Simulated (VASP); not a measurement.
# MnS (Fm-3m) in VASP: single point with r2SCAN

Aim: the single point of MnS with r2SCAN.

All numbers are computed with VASP 6.6.1; they aren't measurements. Logs are shortened: lines on timing, memory, paths and dates and some standing lists are left out, and cuts for length are marked.

## (1) The crystal as given

Symmetry: Fm-3m, No. 225, cubic system. Conventional cell: a = 5.209 Å, b = 5.209 Å, c = 5.209 Å, α = 90.00°, β = 90.00°, γ = 90.00°. Mn (site symmetry m-3m) is surrounded by 6 S at 2.60 Å. S (site symmetry m-3m) has 6 Mn at 2.60 Å as nearest neighbours.

## (2) Single point, r2SCAN, collinear spin, typed start

File POSCAR:

```
MnS
1.0
    0.0000000000      2.6045000000      2.6045000000
    2.6045000000      0.0000000000      2.6045000000
    2.6045000000      2.6045000000      0.0000000000
Mn S
1 1
Direct
    0.0000000000      0.0000000000      0.0000000000
    0.5000000000      0.5000000000      0.5000000000
```

File INCAR.step1:

```
SYSTEM = MnS
ALGO = Normal
EDIFF = 1E-4
ENCUT = 520
GGA = PE
ISMEAR = -1
ISPIN = 2
LASPH = .True.
LCHARG = .False.
LMAXMIX = 4
LREAL = .False.
LWAVE = .True.
MAGMOM = 4 0
NBANDS = 20
NELM = 150
PREC = Accurate
SIGMA = 0.01
```

File INCAR.step2:

```
SYSTEM = MnS
ALGO = Normal
EDIFF = 1E-6
ENCUT = 520
ISIF = 2
ISMEAR = -1
ISPIN = 2
ISTART = 1
LASPH = .True.
LCHARG = .True.
LELF = .True.
LMAXMIX = 4
LMIXTAU = .True.
LORBIT = 11
LREAL = .False.
LVHAR = .True.
LWAVE = .False.
MAGMOM = 4 0
METAGGA = R2SCAN
NBANDS = 20
NELM = 150
PREC = Accurate
SIGMA = 0.01
```

File KPOINTS:

```
k-points
0
Gamma
  5 5 5
  0 0 0
```

Potentials or basis: VASP PAW PBE potentials, release 64 (Mn_pv, S).

Launch:

```bash
$ cat potpaw_PBE.64/Mn_pv/POTCAR potpaw_PBE.64/S/POTCAR > POTCAR
$ cp INCAR.step1 INCAR
$ mpirun -np 1 vasp_std > vasp.out
$ cp INCAR.step2 INCAR
$ mpirun -np 1 vasp_std > vasp.out
```

OUTCAR:

```text
SYSTEM = MnS
   EDIFF = 1E-6
   ENCUT = 520
   ISIF = 2
   ISMEAR = -1
   ISPIN = 2
   ISTART = 1
   LASPH = .True.
   LORBIT = 11
   LREAL = .False.
   METAGGA = R2SCAN
   NELM = 150
   PREC = Accurate

 ion  position               nearest neighbor table
   1  0.000  0.000  0.000-   2 2.60   2 2.60   2 2.60   2 2.60   2 2.60   2 2.60
   2  0.500  0.500  0.500-   1 2.60   1 2.60   1 2.60   1 2.60   1 2.60   1 2.60

  LATTYP: Found a face centered cubic cell.
 ALAT       =     5.2090000000

  Lattice vectors:

 A1 = (   0.0000000000,   2.6045000000,   2.6045000000)
 A2 = (   2.6045000000,   0.0000000000,   2.6045000000)
 A3 = (   2.6045000000,   2.6045000000,   0.0000000000)

Analysis of symmetry for initial positions (statically):
=====================================================================
 Subroutine PRICEL returns:
 Original cell was already a primitive cell.

 Routine SETGRP: Setting up the symmetry group for a
 face centered cubic supercell.

 Subroutine GETGRP returns: Found 48 space group operations
 (whereof 48 operations were pure point group operations)
 out of a pool of 48 trial point group operations.

The static configuration has the point symmetry O_h .

Analysis of symmetry for dynamics (positions and initial velocities):
=====================================================================
 Subroutine PRICEL returns:
 Original cell was already a primitive cell.

 Routine SETGRP: Setting up the symmetry group for a
 face centered cubic supercell.

 Subroutine GETGRP returns: Found 48 space group operations
 (whereof 48 operations were pure point group operations)
 out of a pool of 48 trial point group operations.

The dynamic configuration has the point symmetry O_h .

Analysis of structural, dynamic, and magnetic symmetry:
=====================================================================
 Subroutine PRICEL returns:
 Original cell was already a primitive cell.

 Routine SETGRP: Setting up the symmetry group for a
 face centered cubic supercell.

 Subroutine GETGRP returns: Found 48 space group operations
 (whereof 48 operations were pure point group operations)
 out of a pool of 48 trial point group operations.

The overall configuration has the point symmetry O_h .

 Subroutine INISYM returns: Found 48 space group operations
 (whereof 48 operations are pure point group operations),
 and found     1 'primitive' translations

----------------------------------------------------------------------------------------
[... 100 lines left out ...]
  Fermi-wavevector in a.u.,A,eV,Ry     =   1.331246  2.515690 24.112464  1.772216
  Thomas-Fermi vector in A             =   2.460272
   LORBIT       =     11    0 simple, 1 ext, 2 COOP (PROOUT), +10 PAW based schemes
   METAGGA = R2SCAN    functional components
   LHFCALC =     F    Hartree Fock is set to
   AEXX    =    0.0000 exact exchange contribution
   IVDW    =     0    specifies the selected vdW correction
   LEPSILON=     F    determine dielectric tensor
   LRPA    =     F    only Hartree local field effects (RPA)
 spin polarized calculation
  energy-cutoff  :      520.00
  volume of cell :       35.33
 maximum number of plane-waves:       966
   NGX = 13   NGY = 13   NGZ = 13

 number of electron      18.9999989 magnetization       4.9934621

 Free energy of the ion-electron system (eV)
  ---------------------------------------------------
  ext. energy  EPLUGINS =         0.00000000
  ---------------------------------------------------
  free energy    TOTEN  =       -24.86292252 eV

  energy without entropy =      -24.86264937  energy(sigma->0) =      -24.86278594

 E-fermi :   6.5670     XC(G=0): -11.2108

 val. band max:        6.5334041515   @ k =  -0.2000   0.2000   0.0000
 cond. band min:       6.5928434779   @ k =   0.4000   0.4000   0.0000
 fundamental gap:      0.0594393264
 Fermi energy:         6.5669735708

 spin component 1

 k-point     1 :       0.0000    0.0000    0.0000
  band No.  band energies     occupation
      1     -46.6215      1.00000
      2     -46.6215      1.00000
      3     -46.6214      1.00000
      4      -8.5940      1.00000
      5       2.5877      1.00000
      6       2.5877      1.00000
[... 206 lines left out ...]
      6       1.3146      1.00000
[... 12 lines left out ...]
     19      22.8689      0.00000
     20      23.5982      0.00000
 Fermi energy:         6.5669735708

 spin component 2

 k-point     1 :       0.0000    0.0000    0.0000
  band No.  band energies     occupation
      1     -40.3575      1.00000
      2     -40.3575      1.00000
      3     -40.3574      1.00000
      4      -8.2271      1.00000
      5       4.9470      1.00000
      6       4.9470      1.00000
[... 219 lines left out ...]
     19      24.1468      0.00000
     20      24.5611      0.00000

------------------------ aborting loop because EDIFF is reached ----------------------------------------

  FORCE on cell =-STRESS in cart. coord.  units (eV):
  Direction    XX          YY          ZZ          XY          YZ          ZX
  --------------------------------------------------------------------------------------
  -------------------------------------------------------------------------------------
  Total        0.1838302      0.1838302      0.1838302      0.0000000      0.0000000      0.0000000
  in kB        8.3353622      8.3353622      8.3353622      0.0000000      0.0000000      0.0000000
  external PRESSURE =       8.3353622 kB  Pullay stress =       0.0000000 kB

 VOLUME and BASIS-vectors are now :
 -----------------------------------------------------------------------------
  energy-cutoff  :      520.00
  volume of cell :       35.33
      direct lattice vectors                 reciprocal lattice vectors
     0.000000000  2.604500000  2.604500000    -0.191975427  0.191975427  0.191975427
     2.604500000  0.000000000  2.604500000     0.191975427 -0.191975427  0.191975427
     2.604500000  2.604500000  0.000000000     0.191975427  0.191975427 -0.191975427

 POSITION                                       TOTAL-FORCE (eV/Angst)
 -----------------------------------------------------------------------------------
      0.00000      0.00000      0.00000         0.000000      0.000000      0.000000
      2.60450      2.60450      2.60450        -0.000000     -0.000000     -0.000000
 -----------------------------------------------------------------------------------
    total drift:                               -0.000000      0.000000      0.000000

  FREE ENERGIE OF THE ION-ELECTRON SYSTEM (eV)
  ---------------------------------------------------
  free  energy   TOTEN  =       -24.8629225162 eV

  energy  without entropy=      -24.8626493693  energy(sigma->0) =      -24.86278594

 total charge

# of ion       s       p       d       tot
------------------------------------------
    1        0.218   6.161   4.898  11.277
    2        1.309   2.484   0.000   3.793
--------------------------------------------------
tot          1.527   8.645   4.898  15.070

 magnetization (x)

# of ion       s       p       d       tot
------------------------------------------
    1        0.050   0.037   4.415   4.502
    2        0.029   0.114   0.000   0.143
--------------------------------------------------
tot          0.079   0.151   4.415   4.645
```

OUTCAR.step1:

```text
SYSTEM = MnS
   EDIFF = 1E-4
   ENCUT = 520
   GGA = PE
   ISMEAR = -1
   ISPIN = 2
   LASPH = .True.
   LREAL = .False.
[... 682 lines left out ...]
      0.00000      0.00000      0.00000        -0.000000      0.000000      0.000000
      2.60450      2.60450      2.60450         0.000000     -0.000000     -0.000000
 -----------------------------------------------------------------------------------
    total drift:                               -0.000000      0.000000      0.000000

  FREE ENERGIE OF THE ION-ELECTRON SYSTEM (eV)
  ---------------------------------------------------
  free  energy   TOTEN  =       -14.0659737333 eV

  energy  without entropy=      -14.0649235278  energy(sigma->0) =      -14.06544863
```

It took 42 s on 1 thread of Intel Xeon Platinum 8488C (Sapphire Rapids), shared host; peak memory 0.18 GiB.

Results:

* Free energy: -24.8629 eV
* Pressure: 0.8 GPa
* Band gap on the k mesh: 0.06 eV, indirect (least direct gap 1.80 eV)
* Net moment: 4.99 μB per cell
* Site moments: Mn +4.50; S +0.14 μB
* Valence electrons inside the program's atomic spheres: Mn 11.28; S 3.79

Caveat: the PAW data sets were made with another functional, which shifts forces and pressure a little; an odd mesh through Γ misses points on the zone boundary, where band edges often lie; a cell with one magnetic atom can't hold antiferromagnetic order, which such compounds often take. r2SCAN opens gaps a little over a GGA but as a rule still falls short of measured ones.
